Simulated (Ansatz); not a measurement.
# Hg: stress in a strained cell

Aim: deform Hg (z strained by +4 % at fixed volume) and compute stress, forces and field gradients with LAPW, PAW and all-electron datasets made for the crystal.

Computed with Ansatz 0.2.0 (DFT PBE, scalar-relativistic, unless a step's input says otherwise).

1 further run of the same task is left out (set aside as unsound or not needed).

### Step 1. The structure to begin with

It takes space group P6_3/mmc (No. 194, hexagonal). Conventional cell: a = 3.590 Å, b = 3.590 Å, c = 5.616 Å, α = 90.00°, β = 90.00°, γ = 120.00°. Hg (site symmetry -6m2) is surrounded by 12 Hg at 3.49 to 3.59 Å.

Structure file:

```
Hg
1.0
     3.59018    0.00000    0.00000
    -1.79509    3.10919    0.00000
     0.00000    0.00000    5.61631
Hg
2
Direct
  0.33333 0.66667 0.25000
  0.66667 0.33333 0.75000
```

Atoms are numbered in the order of the input: Hg1, Hg2.

### Step 2. The deformed structure

Space group P6_3/mmc before, P6_3/mmc after.

### Step 3. All-electron LAPW

Contents of input.yaml:

```yaml
crystal:
  lattice:
    - [3.5204612254, 0.0, 0.0]
    - [-1.7602306127, 3.0488088542, 0.0]
    - [0.0, 0.0, 5.8409672043]
  atoms:
    - { symbol: Hg, position: [0.3333333333, 0.6666666667, 0.25] }
    - { symbol: Hg, position: [0.6666666667, 0.3333333333, 0.75] }
kpoints:
  mp_grid: { grid: [13, 13, 7] }
scf:
  occupations: { method: fermi_dirac, width: 0.03 }
hamiltonian:
  xc: pbe
  pseudopotentials: { kind: all_electron, lapw: { basis_error: 0.0005 } }
output:
  forces: true
  stress: true
  eigenvalues: true
```

### Step 4. PAW with frozen cores

input.yaml: that of step 3 with these lines changed.

```diff
@@ -14,3 +14,3 @@
   xc: pbe
-  pseudopotentials: { kind: all_electron, lapw: { basis_error: 0.0005 } }
+  pseudopotentials: { kind: paw }
 output:
@@ -19 +19,2 @@
   eigenvalues: true
+  efg: { contact_densities: true }
```

### Step 5. Datasets made for this crystal

input.yaml: that of step 4 with these lines changed.

```diff
@@ -14,3 +14,3 @@
   xc: pbe
-  pseudopotentials: { kind: paw }
+  pseudopotentials: { kind: all_electron, datasets: crystal }
 output:
```

(Steps that only read results are left out.)

Q: Predict the outcome of this session. Wanted: pressure; largest shear or deviatoric stress.

As calculated:

```
                                 quantity                                              value
                                 pressure  LAPW -0.02, PAW -0.01, crystal datasets -0.02 GPa
largest shear or deviatoric stress (LAPW)                                           0.40 GPa
```

What this shows: The largest part of the stress beyond the pressure is 0.40 GPa in size, in the zz component; the atoms are carried along and not relaxed. No run of the undeformed cell stands beside it, so the pressure holds what the given cell had before the change. PAW: stress within 0.01 GPa of LAPW. Crystal datasets: stress within 0.01 GPa of LAPW. Spin-orbit coupling is left out, though the cell holds Hg; in elements this heavy it can shift bands and gaps by tenths of an eV.
